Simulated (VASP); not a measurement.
# InP (F-43m) in VASP: further runs

Runs on InP. Level: LDA. Tasks: single point, relaxation of cell and atoms.

All numbers are computed with VASP 6.6.1; they aren't measurements. Logs are shortened: lines on timing, memory, paths and dates and some standing lists are left out, and cuts for length are marked.

**The experiment to reproduce.**

From a printed reference work, data compilation, for a bulk crystal of InP at 1.6 K: band gap 1.4236 eV (direct).

How close the calculation comes is told below.

## Step 1: Starting point

It takes space group F-43m (No. 216, cubic). The conventional cell has a = 5.827 Å, b = 5.827 Å, c = 5.827 Å, α = 90.00°, β = 90.00°, γ = 90.00°. In (site symmetry -43m) has 4 P at 2.52 Å as nearest neighbours. P (site symmetry -43m) is surrounded by 4 In at 2.52 Å.

## Step 2: Single point, LDA

Contents of INCAR:

```
SYSTEM = InP
PREC = Accurate
ENCUT = 520
EDIFF = 1E-6
ISMEAR = 0
SIGMA = 0.02
LREAL = .FALSE.
LASPH = .TRUE.
NELM = 100
ALGO = Fast
ISIF = 2
LWAVE = .FALSE.
LCHARG = .FALSE.
GGA = CA
NBANDS = 16
```

Contents of KPOINTS:

```
Automatic mesh
0
G
  10 10 10
  0 0 0
```

Contents of POSCAR:

```
InP
1.0
    0.0000000000      2.9135472027      2.9135472027
    2.9135472027      0.0000000000      2.9135472027
    2.9135472027      2.9135472027      0.0000000000
In P
1 1
Direct
    0.0000000000      0.0000000000      0.0000000000
    0.2500000000      0.2500000000      0.2500000000
```

Potentials or basis: VASP PAW LDA potentials, release 64 (In_d, P).

On the command line:

```console
$ cat potpaw_LDA.64/In_d/POTCAR potpaw_LDA.64/P/POTCAR > POTCAR
$ mpirun -np 1 vasp_std > vasp.out
```

OUTCAR:

```text
SYSTEM = InP
   PREC = Accurate
   ENCUT = 520
   EDIFF = 1E-6
   ISMEAR = 0
   LREAL = .FALSE.
   LASPH = .TRUE.
   NELM = 100
   ISIF = 2
   GGA = CA

 ion  position               nearest neighbor table
   1  0.000  0.000  0.000-   2 2.52   2 2.52   2 2.52   2 2.52
   2  0.250  0.250  0.250-   1 2.52   1 2.52   1 2.52   1 2.52

  LATTYP: Found a face centered cubic cell.
 ALAT       =     5.8270944054

  Lattice vectors:

 A1 = (   0.0000000000,   2.9135472027,   2.9135472027)
 A2 = (   2.9135472027,   0.0000000000,   2.9135472027)
 A3 = (   2.9135472027,   2.9135472027,   0.0000000000)

Analysis of symmetry for initial positions (statically):
=====================================================================
 Subroutine PRICEL returns:
 Original cell was already a primitive cell.

 Routine SETGRP: Setting up the symmetry group for a
 face centered cubic supercell.

 Subroutine GETGRP returns: Found 24 space group operations
 (whereof 24 operations were pure point group operations)
 out of a pool of 48 trial point group operations.

The static configuration has the point symmetry T_d .

Analysis of symmetry for dynamics (positions and initial velocities):
=====================================================================
 Subroutine PRICEL returns:
 Original cell was already a primitive cell.

 Routine SETGRP: Setting up the symmetry group for a
 face centered cubic supercell.

 Subroutine GETGRP returns: Found 24 space group operations
 (whereof 24 operations were pure point group operations)
 out of a pool of 48 trial point group operations.

The dynamic configuration has the point symmetry T_d .

 Subroutine INISYM returns: Found 24 space group operations
 (whereof 24 operations are pure point group operations),
 and found     1 'primitive' translations

----------------------------------------------------------------------------------------

                                     Primitive cell

  volume of cell :      49.4648

  direct lattice vectors                    reciprocal lattice vectors
     0.000000000  2.913547203  2.913547203    -0.171612116  0.171612116  0.171612116
     2.913547203  0.000000000  2.913547203     0.171612116 -0.171612116  0.171612116
     2.913547203  2.913547203  0.000000000     0.171612116  0.171612116 -0.171612116

  length of vectors
     4.120377969  4.120377969  4.120377969     0.297240904  0.297240904  0.297240904

  position of ions in fractional coordinates (direct lattice)
     0.000000000  0.000000000  0.000000000
     0.250000000  0.250000000  0.250000000

  ion indices of the primitive-cell ions
   primitive index   ion index
                 1           1
                 2           2

----------------------------------------------------------------------------------------

 KPOINTS: Automatic mesh

Automatic generation of k-mesh.
 Grid dimensions read from file:
 generate k-points for:   10   10   10

 Generating k-lattice:

  Cartesian coordinates                     Fractional coordinates (reciprocal lattice)
    -0.017161212  0.017161212  0.017161212     0.100000000  0.000000000  0.000000000
     0.017161212 -0.017161212  0.017161212     0.000000000  0.100000000  0.000000000
     0.017161212  0.017161212 -0.017161212     0.000000000  0.000000000  0.100000000

  Length of vectors
     0.029724090  0.029724090  0.029724090

  Shift w.r.t. Gamma in fractional coordinates (k-lattice)
     0.000000000  0.000000000  0.000000000

 Subroutine IBZKPT returns following result:
 ===========================================

 Found     47 irreducible k-points:

 Following reciprocal coordinates:
            Coordinates               Weight
  0.000000  0.000000  0.000000      1.000000
  0.100000  0.000000  0.000000      8.000000
  0.200000  0.000000  0.000000      8.000000
  0.300000  0.000000  0.000000      8.000000
  0.400000  0.000000  0.000000      8.000000
  0.500000  0.000000  0.000000      4.000000
[... 16 lines left out ...]
  0.300000  0.300000  0.000000      6.000000
  0.400000  0.300000  0.000000     24.000000
 [... further k-points ...]
   k-points           NKPTS =     47   k-points in BZ     NKDIM =     47   number of bands    NBANDS=     16
   number of dos      NEDOS =    301   number of ions     NIONS =      2
   total plane-waves  NPLWV =  32768
   dimension x,y,z NGX =    32 NGY =   32 NGZ =   32
   dimension x,y,z NGXF=    64 NGYF=   64 NGZF=   64
   ions per type =               1   1
   NGX,Y,Z   is equivalent  to a cutoff of  12.91, 12.91, 12.91 a.u.
   NGXF,Y,Z  is equivalent  to a cutoff of  25.82, 25.82, 25.82 a.u.
 SYSTEM =  InP
   PREC   = accura    normal or accurate (medium, high low for compatibility)
   ISTART =      0    job   : 0-new  1-cont  2-samecut
   ICHARG =      2    charge: 1-file 2-atom 10-const
   ISPIN  =      1    spin polarized calculation?
   LNONCOLLINEAR =      F non collinear calculations
   LSORBIT =      F    spin-orbit coupling
   LASPH  =      T    aspherical Exc in radial PAW
   ENCUT  =  520.0 eV  38.22 Ry    6.18 a.u.   7.66  7.66  7.66*2*pi/ulx,y,z
   NELM   =    100;   NELMIN=  2; NELMDL= -5     # of ELM steps
   EDIFF  = 0.1E-05   stopping-criterion for ELM
[... 8 lines left out ...]
   TEBEG  =    0.0;   TEEND  =   0.0 temperature during run
   PSTRESS=    0.0 pullay stress
   NELECT =      18.0000    total number of electrons
   NUPDOWN=      -1.0000    fix difference up-down
   EMIN   =  10.00;   EMAX   =-10.00  energy-range for DOS
   EFERMI =   0.00;   METHOD = LEGACY
   ISMEAR =     0;   SIGMA  =   0.02  broadening in eV -4-tet -1-fermi 0-gaus
   EFERMI_NEDOS =   21; number of points for ismear=-14 and -15
   IALGO  =     68    algorithm
   IMIX   =      4    mixing-type and parameters
     AMIX     =   0.40;   BMIX     =  1.00
     AMIX_MAG =   1.60;   BMIX_MAG =  1.00
  volume/ion in A,a.u.               =      24.73       166.90
  Fermi-wavevector in a.u.,A,eV,Ry     =   1.168782  2.208678 18.586265  1.366052
  Thomas-Fermi vector in A             =   2.305264
   LORBIT       =      0    0 simple, 1 ext, 2 COOP (PROOUT), +10 PAW based schemes
   GGA     = CA    functional components
   LHFCALC =     F    Hartree Fock is set to
   AEXX    =    0.0000 exact exchange contribution
   IVDW    =     0    specifies the selected vdW correction
   LEPSILON=     F    determine dielectric tensor
   LRPA    =     F    only Hartree local field effects (RPA)
 non-spin polarized calculation
 RMM-DIIS sequential band-by-band and
 Gauss-broadening in eV      SIGMA  =   0.02
  energy-cutoff  :      520.00
  volume of cell :       49.46
 maximum number of plane-waves:      1363
   NGX = 15   NGY = 15   NGZ = 15

 number of electron      17.9999998 magnetization

 Free energy of the ion-electron system (eV)
  ---------------------------------------------------
  ext. energy  EPLUGINS =         0.00000000
  ---------------------------------------------------
  free energy    TOTEN  =        -9.67414489 eV

  energy without entropy =       -9.67414489  energy(sigma->0) =       -9.67414489

 E-fermi :   5.3040     XC(G=0):  -9.6860

 val. band max:        5.2031342994   @ k =   0.0000   0.0000   0.0000
 cond. band min:       5.8081219063   @ k =   0.0000   0.0000   0.0000
 fundamental gap:      0.6049876069
 Fermi energy:         5.3040398170

 k-point     1 :       0.0000    0.0000    0.0000
  band No.  band energies     occupation
      1      -9.0221      2.00000
      2      -9.0221      2.00000
      3      -9.0221      2.00000
      4      -8.8581      2.00000
      5      -8.8581      2.00000
      6      -6.4635      2.00000
[... 8 lines left out ...]
     15      14.6818      0.00000
     16      14.6818      0.00000

 k-point     2 :       0.1000    0.0000    0.0000
  band No.  band energies     occupation
      1      -9.0355      2.00000
      2      -9.0168      2.00000
      3      -9.0168      2.00000
      4      -8.8582      2.00000
      5      -8.8582      2.00000
      6      -6.3444      2.00000
[... 8 lines left out ...]
     15      14.1447      0.00000
     16      14.1536      0.00000

 k-point     3 :       0.2000    0.0000    0.0000
  band No.  band energies     occupation
      1      -9.0692      2.00000
      2      -9.0040      2.00000
      3      -9.0040      2.00000
      4      -8.8571      2.00000
      5      -8.8571      2.00000
      6      -6.0018      2.00000
[... 8 lines left out ...]
     15      13.7031      0.00000
     16      14.3823      0.00000

 k-point     4 :       0.3000    0.0000    0.0000
  band No.  band energies     occupation
      1      -9.1083      2.00000
      2      -8.9908      2.00000
      3      -8.9908      2.00000
      4      -8.8529      2.00000
      5      -8.8529      2.00000
      6      -5.4862      2.00000
[... 8 lines left out ...]
     15      13.9957      0.00000
     16      13.9957      0.00000

 k-point     5 :       0.4000    0.0000    0.0000
  band No.  band energies     occupation
      1      -9.1384      2.00000
      2      -8.9828      2.00000
      3      -8.9828      2.00000
      4      -8.8468      2.00000
      5      -8.8468      2.00000
      6      -4.9296      2.00000
[... 8 lines left out ...]
     15      14.9784      0.00000
     16      14.9784      0.00000

 k-point     6 :       0.5000    0.0000    0.0000
  band No.  band energies     occupation
      1      -9.1496      2.00000
      2      -8.9804      2.00000
      3      -8.9804      2.00000
      4      -8.8438      2.00000
      5      -8.8438      2.00000
      6      -4.6515      2.00000
[... 8 lines left out ...]
     15      15.8465      0.00000
     16      15.8465      0.00000
[... 267 lines left out ...]
 k-point    21 :      -0.3000    0.2000    0.0000
  band No.  band energies     occupation
      1      -9.1433      2.00000
      2      -8.9742      2.00000
      3      -8.9662      2.00000
      4      -8.8581      2.00000
      5      -8.8522      2.00000
      6      -4.7851      2.00000
[... 8 lines left out ...]
     15      15.3832      0.00000
     16      16.5976      0.00000

 k-point    22 :      -0.2000    0.2000    0.0000
  band No.  band energies     occupation
      1      -9.1188      2.00000
      2      -8.9820      2.00000
      3      -8.9807      2.00000
      4      -8.8636      2.00000
      5      -8.8495      2.00000
      6      -5.3124      2.00000
[... 8 lines left out ...]
     15      15.4116      0.00000
     16      16.5224      0.00000

 k-point    23 :       0.3000    0.3000    0.0000
  band No.  band energies     occupation
      1      -9.1599      2.00000
      2      -8.9497      2.00000
      3      -8.9497      2.00000
      4      -8.8933      2.00000
      5      -8.8333      2.00000
      6      -5.1630      2.00000
[... 8 lines left out ...]
     15      15.4171      0.00000
     16      18.0387      0.00000

 k-point    24 :       0.4000    0.3000    0.0000
  band No.  band energies     occupation
      1      -9.1804      2.00000
      2      -8.9400      2.00000
      3      -8.9362      2.00000
      4      -8.8973      2.00000
      5      -8.8294      2.00000
      6      -4.7216      2.00000
[... 8 lines left out ...]
     15      15.8380      0.00000
     16      17.9071      0.00000

 [... further k-points ...]

------------------------ aborting loop because EDIFF is reached ----------------------------------------

  FORCE on cell =-STRESS in cart. coord.  units (eV):
  Direction    XX          YY          ZZ          XY          YZ          ZX
  --------------------------------------------------------------------------------------
  -------------------------------------------------------------------------------------
  Total        0.0128491      0.0128491      0.0128491     -0.0000000     -0.0000000     -0.0000000
  in kB        0.4161870      0.4161870      0.4161870     -0.0000000     -0.0000000     -0.0000000
  external PRESSURE =       0.4161870 kB  Pullay stress =       0.0000000 kB

 VOLUME and BASIS-vectors are now :
 -----------------------------------------------------------------------------
  energy-cutoff  :      520.00
  volume of cell :       49.46
      direct lattice vectors                 reciprocal lattice vectors
     0.000000000  2.913547203  2.913547203    -0.171612116  0.171612116  0.171612116
     2.913547203  0.000000000  2.913547203     0.171612116 -0.171612116  0.171612116
     2.913547203  2.913547203  0.000000000     0.171612116  0.171612116 -0.171612116

 POSITION                                       TOTAL-FORCE (eV/Angst)
 -----------------------------------------------------------------------------------
      0.00000      0.00000      0.00000        -0.000000     -0.000000     -0.000000
      1.45677      1.45677      1.45677         0.000000      0.000000      0.000000
 -----------------------------------------------------------------------------------
    total drift:                                0.000000      0.000000      0.000000

  FREE ENERGIE OF THE ION-ELECTRON SYSTEM (eV)
  ---------------------------------------------------
  free  energy   TOTEN  =        -9.6741448922 eV

  energy  without entropy=       -9.6741448922  energy(sigma->0) =       -9.67414489
```

It took 14 s on 1 thread of Intel Xeon 6975P-C (Granite Rapids), shared host; peak memory 0.17 GiB.

What came out:

| Item | Value |
| --- | --- |
| Free energy | -9.6741 eV |
| Pressure | 0.0 GPa |
| Band gap on the k mesh | 0.60 eV, direct |

Levels at points of the mesh, in eV from the valence-band top:
```
           k point  band 5  band 6  band 7  band 8  band 9  band 10  band 11  band 12  band 13  band 14
(0.00, 0.00, 0.00)  -14.06  -11.67    0.00    0.00    0.00     0.60     3.96     3.96     3.96     8.37
(0.50, 0.00, 0.00)  -14.05   -9.85   -5.92   -1.02   -1.02     1.37     4.70     4.70     6.93     9.32
(0.50, 0.50, 0.00)  -14.02   -9.16   -5.94   -2.42   -2.42     1.57     2.12     9.10     9.55     9.55
```

Caveat: spin-orbit coupling is left out, which moves the levels of the heavy elements.

## Step 3: Relaxation of cell and atoms, LDA

This run uses another cell than the first one, of 25.17 Å³/atom, 1.018 times its volume.

Contents of INCAR:

```
SYSTEM = InP
PREC     = Accurate       ! precision mode
ENCUT    = 600            ! plane-wave cutoff, eV
EDIFF    = 1E-6           ! SCF threshold, eV
ISMEAR   = 0              ! smearing method
SIGMA    = 0.02           ! smearing width, eV
LREAL    = .FALSE.        ! projectors in reciprocal space
LASPH    = .TRUE.         ! aspherical terms in the spheres
NELM     = 100            ! most SCF steps
ALGO     = Normal         ! electronic algorithm
ISIF     = 3              ! what is computed and relaxed
LWAVE    = .FALSE.        ! write WAVECAR
LCHARG   = .FALSE.        ! write CHGCAR
GGA      = CA             ! functional
IBRION   = 2              ! ionic algorithm
NSW      = 100            ! ionic steps
EDIFFG   = -0.005         ! ionic threshold
```

Contents of KPOINTS:

```
regular mesh
0
G
  10 10 10
  0 0 0
```

Contents of POSCAR:

```
InP
1.0
    0.0000000000      2.9305000000      2.9305000000
    2.9305000000      0.0000000000      2.9305000000
    2.9305000000      2.9305000000      0.0000000000
In P
1 1
Direct
    0.0000000000      0.0000000000      0.0000000000
    0.2500000000      0.2500000000      0.2500000000
```

Potentials or basis: VASP PAW LDA potentials, release 64 (In_d, P).

On the command line:

```console
$ cat potpaw_LDA.64/In_d/POTCAR potpaw_LDA.64/P/POTCAR > POTCAR
$ mpirun -np 1 vasp_std > vasp.out
```

Wall time 33 s (1 thread of Intel Xeon 6975P-C (Granite Rapids), shared host); peak memory 0.2 GiB.

It converged, with:

```
Free energy                            : -9.6744 eV
Relaxed volume                         : 24.75 Å³/atom
Relaxed cell                           : a = 4.122 Å, b = 4.122 Å, c = 4.122 Å, α = 60.00°, β = 60.00°, γ = 60.00°
Space group after relaxing (to 0.05 Å) : F-43m (No. 216)
Energy gained by relaxing              : 1.5 meV/atom
Ionic steps                            : 3
Pressure after relaxing                : 0.0 GPa
Band gap on the k mesh                 : 0.60 eV, direct
```

The path:
```csv
step,energy change (eV),largest force (eV/Å),pressure (GPa),volume (Å³)
1,0.0000,0.0000,-1.15,50.33
2,-0.0020,0.0000,0.72,49.03
3,-0.0030,0.0000,0.01,49.51
```

Final structure:
```yaml
crystal:
  lattice:
    - [0.00000, 2.91436, 2.91436]
    - [2.91436, 0.00000, 2.91436]
    - [2.91436, 2.91436, 0.00000]
  atoms:
    - { symbol: In, position: [0.00000, 0.00000, 0.00000] }
    - { symbol: P, position: [0.25000, 0.25000, 0.25000] }
```

Levels at points of the mesh, in eV from the valence-band top:
```tsv
k point	band 6	band 7	band 8	band 9	band 10	band 11	band 12	band 13
(0.00, 0.00, 0.00)	-11.66	0.00	0.00	0.00	0.60	3.96	3.96	3.96
(0.50, 0.00, 0.00)	-9.85	-5.92	-1.02	-1.02	1.37	4.71	4.71	6.93
(0.50, 0.50, 0.00)	-9.16	-5.93	-2.42	-2.42	1.57	2.12	9.10	9.54
```

Caveat: spin-orbit coupling is left out, which moves the levels of the heavy elements. Zero-point motion and thermal expansion aren't in these numbers.

## Step 4: Single point, LDA

This run uses another cell than the first one, of 25.17 Å³/atom, 1.018 times its volume.

Contents of INCAR:

```
PREC = Accurate
ENCUT = 520
EDIFF = 1E-6
ISMEAR = 0
SIGMA = 0.1
LREAL = False
LASPH = True
NELM = 100
ALGO = Fast
ISIF = 2
LWAVE = False
LCHARG = False
GGA = CA
NBANDS = 16
```

Contents of KPOINTS:

```
regular mesh
0
Gamma
  6 6 6
```

POSCAR is that of step 3.

On the command line:

```console
$ cat potpaw_LDA.64/In_d/POTCAR potpaw_LDA.64/P/POTCAR > POTCAR
$ mpirun -np 1 vasp_std > vasp.out
```

Run time: 5.7 s. Hardware: 1 thread of Intel Xeon 6975P-C (Granite Rapids), shared host; peak memory 0.15 GiB.

The run converged. Its results:

- Free energy: -9.6568 eV
- Pressure: -1.2 GPa
- Band gap on the k mesh: 0.51 eV, direct

Levels at points of the mesh, in eV from the valence-band top:
| k point | band 5 | band 6 | band 7 | band 8 | band 9 | band 10 | band 11 | band 12 | band 13 | band 14 |
| --- | --- | --- | --- | --- | --- | --- | --- | --- | --- | --- |
| (0.00, 0.00, 0.00) | -14.04 | -11.55 | 0.00 | 0.00 | 0.00 | 0.51 | 3.96 | 3.96 | 3.96 | 8.28 |
| (0.50, 0.00, 0.00) | -14.03 | -9.79 | -5.83 | -0.99 | -0.99 | 1.32 | 4.70 | 4.70 | 6.89 | 9.23 |
| (0.50, 0.50, 0.00) | -14.01 | -9.12 | -5.86 | -2.36 | -2.36 | 1.59 | 2.12 | 8.99 | 9.43 | 9.43 |

Caveat: spin-orbit coupling is left out, which moves the levels of the heavy elements.

## Step 5: The runs side by side

```csv
task,cell,k mesh,cutoff (eV),smearing,gap on the mesh (eV),pressure (GPa)
single point,"F-43m, 24.73 Å³/atom",10 × 10 × 10,520,gaussian 0.02 eV,0.60,0.0
relaxation of cell and atoms,relaxed,10 × 10 × 10,600,gaussian 0.02 eV,0.60,0.0
single point,"F-43m, 25.17 Å³/atom",6 × 6 × 6,520,gaussian 0.1 eV,0.51,-1.2
```

Alike in all rows: level LDA; potentials or basis VASP PAW LDA potentials, release 64 (In_d, P); no spin polarisation.

Caveats: spin-orbit coupling is left out, which moves the levels of the heavy elements.

Absolute energies hang on the potentials; compare differences alone.

## Step 6: Against experiment

Step 2. A measured gap of InP is 1.4236 eV (direct; 1.6 K; a printed reference work, data compilation); the calculated 0.60 eV misses it by -0.82 eV. Spin-orbit coupling on In is left out. The value is that of LDA, without temperature or zero-point motion. Semilocal functionals fall short of measured gaps as a rule.

Step 4. A measured gap of InP is 1.4236 eV (direct; 1.6 K; a printed reference work, data compilation); the calculated 0.51 eV misses it by -0.92 eV. Spin-orbit coupling on In is left out. The value is that of LDA, without temperature or zero-point motion. Semilocal functionals fall short of measured gaps as a rule.
